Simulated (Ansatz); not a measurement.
# WC (Qusongite) (P-6m2) in Ansatz: single point with PBEsol

Aim: the single point of WC (Qusongite) with PBEsol.

All numbers are computed with Ansatz 0.2.0; they aren't measurements. Logs are shortened: lines on timing, memory, paths and dates and some standing lists are left out, and cuts for length are marked.

### Step 1. Starting point

Symmetry: P-6m2, No. 187, hexagonal system. The conventional cell has a = 2.907 Å, b = 2.907 Å, c = 2.837 Å, α = 90.00°, β = 90.00°, γ = 120.00°. Around W (site symmetry -6m2) lie 6 C at 2.20 Å. Around C (site symmetry -6m2) lie 6 W at 2.20 Å.

### Step 2. Single point, PBEsol

File input.yaml:

```yaml
crystal:
  lattice:
    - [2.9065, 0.0, 0.0]
    - [-1.45325, 2.5171028361, 0.0]
    - [0.0, 0.0, 2.8366]
  atoms:
    - { symbol: W, position: [0.0, 0.0, 0.0] }
    - { symbol: C, position: [0.6666666667, 0.3333333333, 0.5] }
kpoints:
  mp_grid: { grid: [6, 6, 5] }
scf:
  occupations: { method: fermi_dirac, width: 0.03 }
hamiltonian:
  xc: pbesol
  pseudopotentials: { kind: all_electron, lapw: { basis_error: 0.001 } }
output:
  forces: true
  stress: true
  eigenvalues: true
```

Potentials or basis: all-electron LAPW, scalar-relativistic.

On the command line:

```bash
ansatz run input.yaml --threads 1 --pin off --max-ram 3072MiB --backend cpu --events-out ev --progress --plain --runs-dir out
```

What it wrote:

```text
Warning: RAYON_NUM_THREADS=1 ignored (pool sized by the plan → 1); use --threads N
LAPW: plane waves up to 9.371 Å⁻¹, error target 1.0e-3 eV per atom; small_component_spin mean_spin; C in spheres of 0.905 Å, 6 of its electrons in bands, Dirac shells []; W in spheres of 1.292 Å, 44 of its electrons in bands, Dirac shells [] (how accurate: hamiltonian.pseudopotentials.lapw.basis_error, Limitations)
Engine: ansatz 0.2.0, aarch64-unknown-linux-gnu
Pseudopotentials: kind: all_electron
Pseudopotential: W, LAPW, valence charge 44, lapw/all_electron/scalar/gaussian/W, Koelling and Harmon's equation, gaussian nucleus
Pseudopotential: C, LAPW, valence charge 6, lapw/all_electron/scalar/gaussian/C, Koelling and Harmon's equation, gaussian nucleus
Functional definition: PBEsol
  exchange = pbesol_x
  correlation = pbesol_c
Crystal: 2 atoms, lattice volume = 20.752 Å³
Basis set: ecut = 334.58021171327067 eV, 315 PW (Γ), exchange–correlation at level 2
Bands: 30, of which v1, the nominal top of the filled ones, is band 25 counted from 1 (24 counted from 0)
Symmetry: 12 space group operations
Space group: P-6m2 (ITA 187), of the structure as read, at distance tolerance 2.7e-5 Å
k-points: 21 of 180 (time reversal used)
Non-local potential: W, projectors of the file, none
Non-local potential: C, projectors of the file, none
Initial density: superposition of atomic densities (chi_scale 0.1, normalization cell, long waves kept (reshape's long-wave potential 0.00 eV rms))
Initial wavefunctions: plane waves of lowest kinetic energy (no species holds an atomic orbital)
Functional: x = pbesol(κ = 0.804, μ = 0.12345679012345678), c = pbesol(β = 0.046)
iter 1 solved again at ethr=7.60e-3 eV; its pass at ethr=1.00e-1 eV (dr2=3.80e0 eV) is discarded
SCF iter   1: F=—  HF=-440108.566974 eV  |F-HF|=—  |Δ(HF+E_count)|=         —  Δρ=1.23e-1  dr2=3.80e0  ethr=7.60e-3  ⟨swp⟩=2.0  Hψ=3909  notcnv=0
preconditioner: auto → none  [insulator: Δε(μ)=0.800 eV  Ē_g=27.524 eV  σ=0.030 eV  W_gap=1.00  n_scr=8 (ndim 8)  ℏωp=44.6 eV  f_vac=0.000  D(μ)=0.00/eV (n_scr^D=0)  ε∞_Penn≈3.6]
SCF iter   2: F=—  HF=-440107.923225 eV  |F-HF|=—  |Δ(HF+E_count)|=   6.44e-1  Δρ=8.55e-2  dr2=1.94e0  ethr=7.60e-3  ⟨swp⟩=3.0  Hψ=1968  notcnv=0
iter 3 solved again at ethr=6.43e-5 eV; its pass at ethr=3.87e-3 eV (dr2=3.21e-2 eV) is discarded
SCF iter   3: F=—  HF=-440107.075752 eV  |F-HF|=—  |Δ(HF+E_count)|=   8.47e-1  Δρ=1.55e-2  dr2=3.22e-2  ethr=6.43e-5  ⟨swp⟩=2.0  Hψ=3278  notcnv=0
SCF iter   4: F=—  HF=-440107.068909 eV  |F-HF|=—  |Δ(HF+E_count)|=         —  Δρ=2.98e-3  dr2=1.51e-3  ethr=6.43e-5  ⟨swp⟩=2.0  Hψ=1937  notcnv=0
the basis was enlarged: its passes take 777.5 KiB over the memory plan, 1 of 1 planned eigensolver slots
SCF iter   5: F=—  HF=-440107.066886 eV  |F-HF|=—  |Δ(HF+E_count)|=   2.02e-3  Δρ=1.51e-3  dr2=5.70e-4  ethr=3.03e-6  ⟨swp⟩=2.0  Hψ=1833  notcnv=0
SCF iter   6: F=—  HF=-440107.066430 eV  |F-HF|=—  |Δ(HF+E_count)|=   4.55e-4  Δρ=3.41e-4  dr2=2.42e-5  ethr=1.14e-6  ⟨swp⟩=2.0  Hψ=1835  notcnv=0
SCF iter   7: F=—  HF=-440107.066401 eV  |F-HF|=—  |Δ(HF+E_count)|=   2.96e-5  Δρ=2.89e-5  dr2=1.04e-7  ethr=4.83e-8  ⟨swp⟩=2.2  Hψ=1840  notcnv=0
SCF iter   8: F=-440107.066401 eV  HF=-440107.066401 eV  |F-HF|=9.08e-9  |Δ(HF+E_count)|=   1.06e-8  Δρ=6.67e-6  dr2=7.78e-9  ethr=2.09e-10  ⟨swp⟩=3.0  Hψ=1930  notcnv=0
SCF 1 converged in 8 iterations: F = -440107.066401 eV  dr2 = 7.78e-9
SCF converged after 8 iterations
Free energy (F): -440107.066401 eV
Harris-Foulkes:  -440107.066401 eV  (|F-HF|=9.08e-9)
Internal energy: -440107.064242 eV  (E = F + TS)
E sigma→0 (E₀):  -440107.065322 eV
Entropy (-TS):   -0.002159 eV (-1.079 meV/atom)
Fermi energy:    25.752318 eV
--- Per-component energies (eV) ---
  E_band       = -4905.519556
  E_kinetic    = 492724.384592
  E_xc         = -8847.178000
  E_electrostatic = -923984.270834  (all electrons and nuclei)
  E_smearing   = -0.002159  (= −TS)
  E_closure    = 0.000000  (closes the sum)
  E_atoms      = -440084.679543  (free atoms, spherical and without spin; not in F)
  Σ components = -440107.066401   (vs F -440107.066401, Δ=0.00e0)
  Basis errors (estimates in eV, not in F): energy 3.6e-4 per atom: plane waves 3.3e-4 (1.8e-4 summed), levels above the bands 9.7e-178, relativity 3.2e-8, radial functions 3.5e-5, core shells 1.6e-7; eigenvalues (radial functions only) 2.9e-6; not estimated: angular momenta, meshes, grids; target (lapw.basis_error) 1.0e-3; muffin-tin radii C 0.905 Å, W 1.292 Å
--- Forces (eV/Å), atoms counted from 1 ---
  atom   1  W     -0.00000000     0.00000000     0.00000000
  atom   2  C      0.00000000    -0.00000000     0.00000000
  max |Σ_I F_I| component: 4.63e-17 eV/Å
--- Stress (GPa, compression-positive) ---
       -1.802310       0.000000      -0.000000
        0.000000      -1.802310      -0.000000
       -0.000000      -0.000000      -5.696484
  P = ⅓ Tr σ = -3.1004 GPa (-31.004 kbar)
--- Band table (eV; the first three rows and the last of 21) ---
  k-point 0: bands = ["-391.9098", "-391.9082", "-391.9082", "-238.3995", "-207.2044", "-207.2044", "-207.1944", "-207.1944", "-207.1886", "-48.3841", "-12.4164", "-12.2956", "-12.2956", "-2.5787", "-2.5760", "-2.5760", "-2.5679", "-2.5679", "-2.5557", "-2.5355", "11.0974", "21.1764", "22.1829", "22.1829", "25.6347", "28.7230", "28.7230", "31.1561", "31.1561", "31.9191"]
  k-point 1: bands = ["-391.9098", "-391.9082", "-391.9082", "-238.3995", "-207.2044", "-207.2044", "-207.1944", "-207.1944", "-207.1886", "-48.3699", "-12.6837", "-12.2720", "-12.2720", "-2.5784", "-2.5784", "-2.5784", "-2.5663", "-2.5620", "-2.5620", "-2.5355", "12.0344", "20.4391", "22.6032", "22.6032", "25.9848", "26.6931", "26.6931", "31.7058", "31.7058", "32.5969"]
  k-point 2: bands = ["-391.9098", "-391.9082", "-391.9082", "-238.3995", "-207.2044", "-207.2044", "-207.1944", "-207.1944", "-207.1886", "-48.3468", "-13.0957", "-12.2337", "-12.2337", "-2.5822", "-2.5822", "-2.5821", "-2.5779", "-2.5523", "-2.5523", "-2.5354", "14.2968", "17.8127", "23.3839", "23.3839", "25.0621", "25.0621", "28.5067", "30.3782", "30.3782", "34.3745"]
  k-point 20: bands = ["-391.9098", "-391.9082", "-391.9082", "-238.3995", "-207.2044", "-207.2044", "-207.1944", "-207.1944", "-207.1886", "-48.2819", "-12.9077", "-12.8046", "-12.7521", "-2.5785", "-2.5738", "-2.5698", "-2.5686", "-2.5629", "-2.5628", "-2.5483", "14.6992", "18.4851", "20.2276", "23.3004", "24.8208", "29.5735", "31.8693", "33.0903", "34.1311", "35.1227"]
```

Run time: 9.9 s. Hardware: 1 thread of Arm Neoverse V1, shared host; peak memory 0.25 GiB.

Results:

```yaml
Free_energy: -440107.0664 eV
Pressure: -3.1 GPa
Band_gap_on_the_k_mesh: none (metal or under the smearing width)
```

Stress tensor (GPa, compression positive):
```
-1.80  0.00  0.00
 0.00 -1.80  0.00
 0.00  0.00 -5.70
```

Levels at points of the mesh, in eV from the Fermi level:
```csv
k point,band 22,band 23,band 24,band 25,band 26,band 27,band 28,band 29
"(0.00, 0.00, 0.00)",-4.58,-3.57,-3.57,-0.12,2.97,2.97,5.40,5.40
"(0.00, -0.50, 0.00)",-7.27,-3.86,-3.83,-0.67,2.08,4.29,4.65,6.63
```

Caveat: the k mesh is coarse (spacing up to 0.44 Å⁻¹), so the values aren't converged; the k mesh is thin for a metal, which can move the energy by tens of meV per atom.
